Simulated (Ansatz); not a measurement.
The following input was run with Ansatz 0.2.0.

```yaml
crystal:
  lattice:
    - [2.8930835297, 0.0, 0.0]
    - [0.0, 6.4691314369, 0.0]
    - [0.0, 0.0, 13.2382628738]
  atoms:
    - { symbol: Al, position: [0.0, 0.4, 0.0733003812] }
    - { symbol: Al, position: [0.0, 0.8, 0.1710342229] }
    - { symbol: Al, position: [0.0, 0.2, 0.2687680645] }
    - { symbol: Al, position: [0.0, 0.6, 0.3665019062] }
    - { symbol: Ni, position: [0.5, 0.7, 0.0244334604] }
    - { symbol: Ni, position: [0.5, 0.1, 0.1221673021] }
    - { symbol: Ni, position: [0.5, 0.5, 0.2199011437] }
    - { symbol: Ni, position: [0.5, 0.9, 0.3176349854] }
    - { symbol: Ni, position: [0.5, 0.3, 0.415368827] }
    - { symbol: Al, position: [0.0, 0.0, 0.4642357478] }
    - { symbol: Al, position: [0.0, 0.9, 0.915368827] }
    - { symbol: Al, position: [0.0, 0.3, 0.8176349854] }
    - { symbol: Al, position: [0.0, 0.7, 0.7199011437] }
    - { symbol: Al, position: [0.0, 0.1, 0.6221673021] }
    - { symbol: Ni, position: [0.5, 0.2, 0.9642357478] }
    - { symbol: Ni, position: [0.5, 0.6, 0.8665019062] }
    - { symbol: Ni, position: [0.5, 0.0, 0.7687680645] }
    - { symbol: Ni, position: [0.5, 0.4, 0.6710342229] }
    - { symbol: Ni, position: [0.5, 0.8, 0.5733003812] }
    - { symbol: Al, position: [0.0, 0.5, 0.5244334604] }
basis:
  ecutwfc: 420
kpoints:
  mp_grid: { grid: [12, 6, 3] }
hamiltonian:
  xc: pbe
scf:
  occupations: { method: gaussian, width: 0.1 }
output:
  forces: true
  stress: true
  eigenvalues: true
  populations: true
  write_density: true
  write_potential: true
  elf: true
  volumetric_format: npy
relax:
  adjacent_minimum: "off"
  f_tol: 0.02
  max_steps: 60
  cell: { fix: [a, b, alpha, beta, gamma], stress_tol: 0.1 }
```

Run as
```bash
ansatz run input.yaml --threads 4 --pin off --max-ram 11264MiB --backend cpu --events-out ev --progress --plain --runs-dir out
```

These are results of DFT PBE, scalar-relativistic, plane waves, PAW in Ansatz 0.2.0, not measurements.

From the run's log, abridged (final results; tables in files aren't shown):

```
SCF 8 converged in 8 iterations: F = -63783.009700 eV  dr2 = 7.95e-13
SCF converged after 8 iterations
Free energy (F): -63783.009700 eV
Harris-Foulkes:  -63783.009700 eV  (|F-HF|=1.46e-11)
Internal energy: -63782.968887 eV  (E = F + TS)
E sigma→0 (E₀):  -63782.989294 eV
Entropy (-TS):   -0.040814 eV (-2.041 meV/atom)
Fermi energy:    12.711161 eV
--- Per-component energies (eV) ---
  E_band       = -3590.564066
  E_kinetic    = 3093.513472
  E_local      = -48996.712435  (includes V_loc(G=0)·N_el)
  E_nonlocal   = 6479.215802
  E_hartree    = 21290.259247
  E_xc         = -1254.369123
  E_vxc        = -1395.003992  (∫ρ·V_xc dr)
  E_paw        = -21004.177424  (= ΣΔE_a)
  E_vpaw       = -5352.100371  (= ΣTr[D̂ρ^β])
  E_aug_tail   = 0.005100  (compensation charges beyond the density's cutoff)
  E_ewald      = -23390.703526
  E_smearing   = -0.040814  (= −TS)
--- Forces (eV/Å), atoms counted from 1 ---
  atom   1  Al     0.00000000     0.00081878    -0.00141132
  atom   2  Al     0.00000000     0.00157649    -0.00117374
  atom   3  Al     0.00000000     0.00019786    -0.00056651
  atom   4  Al     0.00000000    -0.00036930    -0.00059274
  atom   5  Ni     0.00000000    -0.00122141    -0.00055023
  atom   6  Ni     0.00000000    -0.00137546     0.00148572
  atom   7  Ni     0.00000000     0.00110263     0.00004460
  atom   8  Ni     0.00000000    -0.00063189     0.00072851
  atom   9  Ni     0.00000000    -0.00027396     0.00012638
  atom  10  Al     0.00000000     0.00017885     0.00033815
  atom  11  Al     0.00000000     0.00081878     0.00141132
  atom  12  Al     0.00000000     0.00157649     0.00117374
  atom  13  Al     0.00000000     0.00019786     0.00056651
  atom  14  Al     0.00000000    -0.00036930     0.00059274
  atom  15  Ni     0.00000000    -0.00122141     0.00055023
  atom  16  Ni     0.00000000    -0.00137546    -0.00148572
  atom  17  Ni     0.00000000     0.00110263    -0.00004460
  atom  18  Ni     0.00000000    -0.00063189    -0.00072851
  atom  19  Ni     0.00000000    -0.00027396    -0.00012638
  atom  20  Al     0.00000000     0.00017885    -0.00033815
--- Stress (GPa, compression-positive) ---
       -5.085474       0.000000       0.000000
        0.000000      -1.911133       0.000000
        0.000000       0.000000      -0.007119
  P = ⅓ Tr σ = -2.3346 GPa (-23.346 kbar)
--- Band table (eV; the first three rows and the last of 56) ---
  k-point 0: bands = ["-90.6449", "-90.6449", "-90.5753", "-90.5753", "-90.4166", "-90.4166", "-90.3454", "-90.3452", "-90.3035", "-90.3033", "-51.0634", "-51.0634", "-51.0494", "-51.0494", "-51.0437", "-51.0437", "-51.0115", "-51.0115", "-50.9696", "-50.9696", "-50.9662", "-50.9662", "-50.8780", "-50.8779", "-50.8226", "-50.8226", "-50.8194", "-50.8179", "-50.7761", "-50.7748", "-50.7679", "-50.7679", "-50.7665", "-50.7663", "-50.7097", "-50.6932", "-50.6755", "-50.6675", "-50.6675", "-50.6634", "2.0463", "2.5543", "3.2355", "5.0495", "5.2598", "5.3792", "5.5002", "5.8467", "5.9626", "6.3655", "6.7106", "7.9233", "8.0451", "8.1796", "8.2920", "8.4765", "8.5507", "9.5082", "9.5357", "9.5922" ...
  k-point 1: bands = ["-90.6449", "-90.6449", "-90.5753", "-90.5753", "-90.4166", "-90.4166", "-90.3454", "-90.3452", "-90.3035", "-90.3033", "-51.0634", "-51.0634", "-51.0494", "-51.0494", "-51.0437", "-51.0437", "-51.0115", "-51.0115", "-50.9696", "-50.9696", "-50.9662", "-50.9662", "-50.8780", "-50.8779", "-50.8226", "-50.8226", "-50.8194", "-50.8179", "-50.7761", "-50.7748", "-50.7679", "-50.7679", "-50.7665", "-50.7663", "-50.7097", "-50.6932", "-50.6755", "-50.6675", "-50.6675", "-50.6634", "2.1268", "2.3523", "3.5998", "4.3050", "5.4326", "5.5129", "5.6999", "5.7528", "6.1982", "6.5704", "6.8860", "7.3931", "7.5204", "7.7709", "8.7513", "8.8281", "9.0426", "9.2542", "9.4828", "9.5915" ...
  k-point 2: bands = ["-90.6449", "-90.6449", "-90.5753", "-90.5753", "-90.4166", "-90.4166", "-90.3454", "-90.3452", "-90.3035", "-90.3033", "-51.0634", "-51.0634", "-51.0494", "-51.0494", "-51.0437", "-51.0437", "-51.0115", "-51.0115", "-50.9696", "-50.9696", "-50.9662", "-50.9662", "-50.8780", "-50.8779", "-50.8226", "-50.8226", "-50.8193", "-50.8180", "-50.7761", "-50.7749", "-50.7679", "-50.7679", "-50.7665", "-50.7663", "-50.7088", "-50.6948", "-50.6741", "-50.6675", "-50.6675", "-50.6640", "2.1468", "2.6528", "3.3317", "4.4604", "4.9205", "5.1375", "5.3892", "5.5807", "6.5416", "6.8218", "7.1699", "7.3715", "7.7554", "8.4084", "8.6015", "8.8408", "8.8573", "9.4468", "9.4530", "9.6420" ...
  k-point 55: bands = ["-90.6436", "-90.6436", "-90.5740", "-90.5740", "-90.4153", "-90.4153", "-90.3440", "-90.3440", "-90.3021", "-90.3021", "-51.0650", "-51.0650", "-51.0616", "-51.0616", "-51.0476", "-51.0476", "-51.0097", "-51.0097", "-50.9908", "-50.9908", "-50.9644", "-50.9644", "-50.8761", "-50.8761", "-50.8435", "-50.8435", "-50.8168", "-50.8168", "-50.7877", "-50.7877", "-50.7739", "-50.7739", "-50.7661", "-50.7661", "-50.7009", "-50.7009", "-50.6883", "-50.6883", "-50.6665", "-50.6665", "6.7022", "6.7022", "6.8751", "6.8751", "7.2616", "7.2616", "7.4949", "7.4949", "7.5113", "7.5113", "7.9126", "7.9126", "8.4951", "8.4951", "8.8538", "8.8538", "8.8910", "8.8910", "9.0306", "9.0306 ...
--- Relaxed structure (6 steps of the walk, 6 accepted, 2 SCFs on fresh bases) ---
  F+E_penalty+E_count = -63783.00970046 eV   max|allowed force component| = 1.576e-3 eV/Å   (the final SCF, on the basis selected at the relaxed cell)
  cell:  # Å, volume = 256.9771 Å³
    - [2.8930835297, 0.0, 0.0]
    - [0.0, 6.4691314369, 0.0]
    - [0.0, 0.0, 13.73053492]
  atoms:
    - { symbol: Al, position: [0.0, 0.40000420, 0.05950213] }
    - { symbol: Al, position: [0.0, 0.80318994, 0.16916691] }
    - { symbol: Al, position: [0.0, 0.20239551, 0.26034602] }
    - { symbol: Al, position: [0.0, 0.60038080, 0.34674868] }
    - { symbol: Ni, position: [0.5, 0.70453636, 0.03867757] }
    - { symbol: Ni, position: [0.5, 0.09443094, 0.12226859] }
    - { symbol: Ni, position: [0.5, 0.49218802, 0.20673509] }
    - { symbol: Ni, position: [0.5, 0.90820592, 0.30879787] }
    - { symbol: Ni, position: [0.5, 0.30826735, 0.40428408] }
    - { symbol: Al, position: [0.0, -0.01359909, 0.45111640] }
    - { symbol: Al, position: [0.0, 0.90000420, 0.92916707] }
    - { symbol: Al, position: [0.0, 0.30318994, 0.81950229] }
    - { symbol: Al, position: [0.0, 0.70239551, 0.72832318] }
    - { symbol: Al, position: [0.0, 0.10038080, 0.64192052] }
    - { symbol: Ni, position: [0.5, 0.20453636, 0.94999163] }
    - { symbol: Ni, position: [0.5, 0.59443094, 0.86640061] }
    - { symbol: Ni, position: [0.5, -0.00781197, 0.78193411] }
    - { symbol: Ni, position: [0.5, 0.40820592, 0.67987133] }
    - { symbol: Ni, position: [0.5, 0.80826735, 0.58438511] }
    - { symbol: Al, position: [0.0, 0.48640090, 0.53755280] }
--- Löwdin populations: 20 sites ---
  site symbol q [e]
     0     Al      3.3784
     1     Al      3.3288
     2     Al      3.3005
     3     Al      3.2219
     4     Ni     17.5783
     5     Ni     17.5416
     6     Ni     17.5087
     7     Ni     17.5088
     8     Ni     17.5008
     9     Al      3.2689
    10     Al      3.3784
    11     Al      3.3288
    12     Al      3.3005
    13     Al      3.2219
    14     Ni     17.5783
    15     Ni     17.5416
    16     Ni     17.5087
    17     Ni     17.5088
    18     Ni     17.5008
    19     Al      3.2689
  spilling = 0.008222 (of n_electrons = 210.000000)
```

The relaxation met its thresholds.

It took 12 min on 4 threads of Arm Neoverse V1, on a shared host, peak memory 1.7 GiB.

Spin polarisation was left out, and a magnetic state may lie lower.